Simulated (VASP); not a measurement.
# Te2Mo in VASP: single point with LDA

Aim: the single point of Te2Mo with LDA.

Program: VASP 6.6.1. These are calculated values, not measurements. Logs are shortened: lines on timing, memory, paths and dates and some standing lists are left out, and cuts for length are marked.

**1. Starting point**

The cell holds a sheet with vacuum, 3 atoms: a = 3.520 Å, b = 3.520 Å, c = 21.620 Å, α = 90.00°, β = 90.00°, γ = 120.00°.

The cell was built by a generator and needn't be a form met in nature.

**2. Single point, LDA, non-collinear spin, zero start, spin-orbit coupling**

INCAR

```
ALGO = Normal ; EDIFF = 1E-6
ENCUT = 520 ; GGA_COMPAT = False
ISIF = 2 ; ISMEAR = -1
LASPH = True ; LCHARG = False
LMAXMIX = 4 ; LORBIT = 11
LREAL = False ; LSORBIT = True
LWAVE = False ; MAGMOM = 0 0 0 0 0 0 0 0 0
NBANDS = 39 ; NELM = 60
PREC = Accurate ; SIGMA = 0.05
```

KPOINTS

```
k-points
0
Gamma
  6 6 1
```

POSCAR

```
Te2Mo
1.0
    3.5200000000      0.0000000000      0.0000000000
   -1.7600000000      3.0484090000      0.0000000000
    0.0000000000      0.0000000000     21.6200000000
Te Mo
2 1
Direct
    0.6666670000      0.3333330000      0.4161960000
    0.6666670000      0.3333330000      0.5838040000
    0.3333330000      0.6666670000      0.5000000000
```

Potentials or basis: VASP PAW LDA potentials, release 64 (Te, Mo_sv).

Run with:

```
> cat potpaw_LDA.64/Te/POTCAR potpaw_LDA.64/Mo_sv/POTCAR > POTCAR
> mpirun -np 1 vasp_ncl > vasp.out
```

OUTCAR:

```text
EDIFF = 1E-6
   ENCUT = 520
   ISIF = 2
   ISMEAR = -1
   LASPH = True
   LORBIT = 11
   LREAL = False
   LSORBIT = True
   NELM = 60
   PREC = Accurate

 ion  position               nearest neighbor table
   1  0.667  0.333  0.416-   3 2.72   3 2.72   3 2.72   2 3.62
   2  0.667  0.333  0.584-   3 2.72   3 2.72   3 2.72   1 3.62
   3  0.333  0.667  0.500-   1 2.72   2 2.72   1 2.72   2 2.72   1 2.72   2 2.72

  LATTYP: Found a hexagonal cell.
 ALAT       =     3.5200000000
 C/A-ratio  =     6.1420454545

  Lattice vectors:

 A1 = (   3.5200000000,   0.0000000000,   0.0000000000)
 A2 = (  -1.7600000000,   3.0484090000,   0.0000000000)
 A3 = (   0.0000000000,   0.0000000000,  21.6200000000)

Analysis of symmetry for initial positions (statically):
=====================================================================
 Subroutine PRICEL returns:
 Original cell was already a primitive cell.

 Routine SETGRP: Setting up the symmetry group for a
 hexagonal supercell.

 Subroutine GETGRP returns: Found 12 space group operations
 (whereof 12 operations were pure point group operations)
 out of a pool of 24 trial point group operations.

The static configuration has the point symmetry D_3h.

Analysis of symmetry for dynamics (positions and initial velocities):
=====================================================================
 Subroutine PRICEL returns:
 Original cell was already a primitive cell.

 Routine SETGRP: Setting up the symmetry group for a
 hexagonal supercell.

 Subroutine GETGRP returns: Found 12 space group operations
 (whereof 12 operations were pure point group operations)
 out of a pool of 24 trial point group operations.

The dynamic configuration has the point symmetry D_3h.

Analysis of structural, dynamic, and magnetic symmetry:
=====================================================================
 Subroutine PRICEL returns:
 Original cell was already a primitive cell.

 Routine SETGRP: Setting up the symmetry group for a
 hexagonal supercell.

 Subroutine GETGRP returns: Found 12 space group operations
 (whereof 12 operations were pure point group operations)
 out of a pool of 24 trial point group operations.

The overall configuration has the point symmetry D_3h.

 Subroutine INISYM returns: Found 12 space group operations
 (whereof 12 operations are pure point group operations),
 and found     1 'primitive' translations

----------------------------------------------------------------------------------------

                                     Primitive cell

  volume of cell :     231.9912

  direct lattice vectors                    reciprocal lattice vectors
     3.520000000  0.000000000  0.000000000     0.284090909  0.164019986  0.000000000
    -1.760000000  3.048409000  0.000000000     0.000000000  0.328039971  0.000000000
     0.000000000  0.000000000 21.620000000     0.000000000  0.000000000  0.046253469

  length of vectors
     3.520000000  3.519999635 21.620000000     0.328039937  0.328039971  0.046253469

  position of ions in fractional coordinates (direct lattice)
     0.666667000  0.333333000  0.416196000
     0.666667000  0.333333000  0.583804000
     0.333333000  0.666667000  0.500000000

  ion indices of the primitive-cell ions
   primitive index   ion index
                 1           1
                 2           2
                 3           3

----------------------------------------------------------------------------------------

 KPOINTS: k-points

Automatic generation of k-mesh.
 Grid dimensions read from file:
 generate k-points for:    6    6    1

 Generating k-lattice:

  Cartesian coordinates                     Fractional coordinates (reciprocal lattice)
     0.047348485  0.027336664  0.000000000     0.166666667  0.000000000  0.000000000
[... 60 lines left out ...]
   EFERMI_NEDOS =   21; number of points for ismear=-14 and -15
   IALGO  =     38    algorithm
   IMIX   =      4    mixing-type and parameters
     AMIX     =   0.40;   BMIX     =  1.00
     AMIX_MAG =   1.60;   BMIX_MAG =  1.00
  volume/ion in A,a.u.               =      77.33       521.85
  Fermi-wavevector in a.u.,A,eV,Ry     =   0.789300  1.491561  8.476354  0.622994
  Thomas-Fermi vector in A             =   1.894414
   LORBIT       =     11    0 simple, 1 ext, 2 COOP (PROOUT), +10 PAW based schemes
   GGA     = CA    functional components
   LHFCALC =     F    Hartree Fock is set to
   AEXX    =    0.0000 exact exchange contribution
   IVDW    =     0    specifies the selected vdW correction
   LEPSILON=     F    determine dielectric tensor
   LRPA    =     F    only Hartree local field effects (RPA)
  energy-cutoff  :      520.00
  volume of cell :      231.99
 maximum number of plane-waves:     12666
 NGX is ok and might be reduce to    28
   NGX = 13   NGY = 13   NGZ = 81

 number of electron      26.0000004 magnetization      -0.0000000     -0.0000000      0.0000000

 number of electron      26.0000004 magnetization       0.0000000     -0.0000000      0.0000000

 number of electron      26.0000004 magnetization       0.0000000      0.0000000      0.0000000

 Free energy of the ion-electron system (eV)
  ---------------------------------------------------
  ext. energy  EPLUGINS =         0.00000000
  ---------------------------------------------------
  free energy    TOTEN  =       -20.75181357 eV

  energy without entropy =      -20.75180994  energy(sigma->0) =      -20.75181176

 E-fermi :  -0.3274     XC(G=0):  -3.9870

 val. band max:       -0.8181553380   @ k =   0.3333   0.3333   0.0000
 cond. band min:       0.1908953116   @ k =   0.3333   0.3333   0.0000
 fundamental gap:      1.0090506496
 Fermi energy:        -0.3273583019

 k-point     1 :       0.0000    0.0000    0.0000
  band No.  band energies     occupation
      1     -61.2315      1.00000
      2     -61.2315      1.00000
      3     -37.1470      1.00000
      4     -37.1470      1.00000
      5     -34.7438      1.00000
      6     -34.7438      1.00000
[... 399 lines left out ...]
     37       4.1687      0.00000
     38       4.2169      0.00000
 [bands above 38 left out]

------------------------ aborting loop because EDIFF is reached ----------------------------------------

  FORCE on cell =-STRESS in cart. coord.  units (eV):
  Direction    XX          YY          ZZ          XY          YZ          ZX
  --------------------------------------------------------------------------------------
  -------------------------------------------------------------------------------------
  Total       -1.6559976     -1.6559972     -1.6182318      0.0000000      0.0000000     -0.0000000
  in kB      -11.4366467    -11.4366435    -11.1758285      0.0000000      0.0000000     -0.0000000
  external PRESSURE =     -11.3497062 kB  Pullay stress =       0.0000000 kB

 VOLUME and BASIS-vectors are now :
 -----------------------------------------------------------------------------
  energy-cutoff  :      520.00
  volume of cell :      231.99
      direct lattice vectors                 reciprocal lattice vectors
     3.520000000  0.000000000  0.000000000     0.284090909  0.164019986  0.000000000
    -1.760000000  3.048409000  0.000000000     0.000000000  0.328039971  0.000000000
     0.000000000  0.000000000 21.620000000     0.000000000  0.000000000  0.046253469

 POSITION                                       TOTAL-FORCE (eV/Angst)
 -----------------------------------------------------------------------------------
      1.76000      1.01614      8.99816        -0.000000      0.000000      0.443192
      1.76000      1.01614     12.62184        -0.000000      0.000000     -0.443192
     -0.00000      2.03227     10.81000         0.000000      0.000000      0.000000
 -----------------------------------------------------------------------------------
    total drift:                                0.002449     -0.001422      0.000000

  FREE ENERGIE OF THE ION-ELECTRON SYSTEM (eV)
  ---------------------------------------------------
  free  energy   TOTEN  =       -20.7518135717 eV

  energy  without entropy=      -20.7518099436  energy(sigma->0) =      -20.75181176

 Spin-Orbit-Coupling matrix elements

 Ion:    1  E_soc:     -0.2089063
 l=   1
     0.0000000    -0.0346318    -0.0347273
    -0.0346318     0.0000000    -0.0346318
    -0.0347273    -0.0346318     0.0000000
 l=   2
     0.0000000    -0.0000308     0.0000000    -0.0000308    -0.0001778
    -0.0000308     0.0000000    -0.0000983     0.0000354    -0.0000308
     0.0000000    -0.0000983     0.0000000    -0.0000983     0.0000000
    -0.0000308     0.0000354    -0.0000983     0.0000000    -0.0000308
    -0.0001778    -0.0000308     0.0000000    -0.0000308     0.0000000
 l=   3
     0.0000000     0.0000000     0.0000000     0.0000000     0.0000000     0.0000000     0.0000000
     0.0000000     0.0000000     0.0000000     0.0000000     0.0000000     0.0000000     0.0000000
     0.0000000     0.0000000     0.0000000     0.0000000     0.0000000     0.0000000     0.0000000
     0.0000000     0.0000000     0.0000000     0.0000000     0.0000000     0.0000000     0.0000000
[... 29 lines left out ...]
 l=   2
     0.0000000    -0.0005596     0.0000000    -0.0005596    -0.0043575
    -0.0005596     0.0000000    -0.0022119    -0.0006042    -0.0005596
     0.0000000    -0.0022119     0.0000000    -0.0022119     0.0000000
    -0.0005596    -0.0006042    -0.0022119     0.0000000    -0.0005596
    -0.0043575    -0.0005596     0.0000000    -0.0005596     0.0000000
 l=   3
     0.0000000     0.0000000     0.0000000     0.0000000     0.0000000     0.0000000     0.0000000
     0.0000000     0.0000000     0.0000000     0.0000000     0.0000000     0.0000000     0.0000000
     0.0000000     0.0000000     0.0000000     0.0000000     0.0000000     0.0000000     0.0000000
     0.0000000     0.0000000     0.0000000     0.0000000     0.0000000     0.0000000     0.0000000
     0.0000000     0.0000000     0.0000000     0.0000000     0.0000000     0.0000000     0.0000000
     0.0000000     0.0000000     0.0000000     0.0000000     0.0000000     0.0000000     0.0000000
     0.0000000     0.0000000     0.0000000     0.0000000     0.0000000     0.0000000     0.0000000

 total charge

# of ion       s       p       d       tot
------------------------------------------
    1        1.389   1.988   0.063   3.440
    2        1.389   1.988   0.063   3.440
    3        2.256   6.146   3.993  12.395
--------------------------------------------------
tot          5.033  10.122   4.120  19.275

 magnetization (x)

# of ion       s       p       d       tot
------------------------------------------
    1       -0.000   0.000   0.000  -0.000
    2        0.000  -0.000   0.000  -0.000
    3        0.000  -0.000  -0.000  -0.000
--------------------------------------------------
tot          0.000  -0.000  -0.000  -0.000

 magnetization (y)

# of ion       s       p       d       tot
------------------------------------------
    1        0.000   0.000   0.000   0.000
    2       -0.000   0.000   0.000  -0.000
    3        0.000   0.000   0.000   0.000
--------------------------------------------------
tot         -0.000   0.000   0.000  -0.000

 magnetization (z)

# of ion       s       p       d       tot
------------------------------------------
    1        0.000   0.000   0.000   0.000
    2        0.000   0.000   0.000   0.000
    3       -0.000   0.000   0.000  -0.000
--------------------------------------------------
tot         -0.000   0.000   0.000   0.000
```

Wall time 2.5 min (1 thread of Intel Xeon 6975P-C (Granite Rapids), shared host); peak memory 0.68 GiB.

What came out:

```
Free energy                                           : -20.7518 eV
Largest force                                         : 0.443 eV/Å
Net moment                                            : 0.00 μB per cell
Valence electrons inside the program's atomic spheres : Te 3.44; Mo 12.39
```

Forces on the atoms (eV/Å):
```
Te   0.000  0.000  0.443
Te   0.000  0.000 -0.443
Mo   0.000  0.000  0.000
```

Moments on the atoms (μB; x, y, z):
```
Te  0.00 0.00 0.00
Te  0.00 0.00 0.00
Mo  0.00 0.00 0.00
```
